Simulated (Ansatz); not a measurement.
TiAl₂ under strain

Theory: DFT PBEsol, scalar-relativistic, plane waves, PAW (Ansatz 0.2.0). Run with 420 eV cutoff, 10×4×10 k-mesh, Gaussian smearing of 0.10 eV, no spin polarisation.

Reference structure (relaxed):

```yaml
crystal:
  lattice:
    - [3.90067, 0.00000, 0.00000]
    - [0.00000, 12.05255, 0.00000]
    - [0.00000, 0.00000, 3.97242]
  atoms:
    - { symbol: Ti, position: [0.50000, 0.84378, 0.00000] }
    - { symbol: Ti, position: [0.00000, 0.65622, 0.00000] }
    - { symbol: Ti, position: [0.00000, 0.34378, 0.00000] }
    - { symbol: Ti, position: [0.50000, 0.15622, 0.00000] }
    - { symbol: Al, position: [0.00000, 0.00000, 0.00000] }
    - { symbol: Al, position: [0.50000, 0.67290, 0.50000] }
    - { symbol: Al, position: [0.00000, 0.82710, 0.50000] }
    - { symbol: Al, position: [0.50000, 0.00000, 0.50000] }
    - { symbol: Al, position: [0.50000, 0.50000, 0.00000] }
    - { symbol: Al, position: [0.00000, 0.17290, 0.50000] }
    - { symbol: Al, position: [0.50000, 0.32710, 0.50000] }
    - { symbol: Al, position: [0.00000, 0.50000, 0.50000] }
```

Deformation: uniaxial strain along c, with the lengths of a and b and the atoms relaxed and the angles held, all within the symmetry that the strain leaves. Energies are extrapolated to zero smearing. Stress is positive in compression, on the Cartesian axes of the cell above.

| strain (%) | ΔE (meV/atom) | a (Å) | b (Å) | c (Å) | σxx (GPa) | σyy (GPa) | σzz (GPa) |
| --- | --- | --- | --- | --- | --- | --- | --- |
| -2.0 | 3.3 | 3.925 | 12.110 | 3.893 | -0.01 | 0.00 | 3.25 |
| +0.0 | 0.0 | 3.901 | 12.053 | 3.972 | -0.01 | 0.02 | 0.00 |
| +2.0 | 3.0 | 3.879 | 12.002 | 4.052 | 0.00 | 0.01 | -3.19 |